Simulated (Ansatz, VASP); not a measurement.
# HgS6: VASP beside Ansatz

```
Hg S
1.0
     6.29112    0.00000    0.00000
     0.00000    6.29112    0.00000
     0.00000    0.00000    6.29112
Hg S
1 6
Direct
  0.00000 0.00000 0.00000
  0.84695 0.50000 0.50000
  0.15305 0.50000 0.50000
  0.50000 0.50000 0.84695
  0.50000 0.50000 0.15305
  0.50000 0.15305 0.50000
  0.50000 0.84695 0.50000
```

Change from the starting cell: species swapped into the YB6 type (Pm-3m, No. 221).

Alike in both runs: functional PBE; k mesh 4 × 4 × 4; occupations gaussian, width 0.1 eV; no spin polarisation.

Ansatz relaxed the structure, and its values are those at the end. VASP's run is a single point on that final structure, the one shown.

```csv
,VASP,Ansatz
version,VASP 6.6.1,Ansatz 0.2.0
potentials or method,"VASP PAW PBE potentials, release 64 (Hg, S)","scalar-relativistic, plane waves, PAW"
plane-wave cutoff (eV),520,420
valence electrons in the cell,48,56
```

```csv
,VASP,Ansatz,Ansatz less VASP
gap on the k mesh at the Fermi level (eV),none,none,-
pressure (GPa),-0.2,0.1,+0.27
rms of the force components (eV/Å),0.129,0.010,-0.1191
```

A gap of «none» marks a metal or a gap that the smearing closes. One of these differences is far larger than is usual between the two programs; its cause wasn't traced. The two sets of potentials don't hold the same shells in valence.

Spin-orbit coupling is left out, which matters for the levels of Hg.
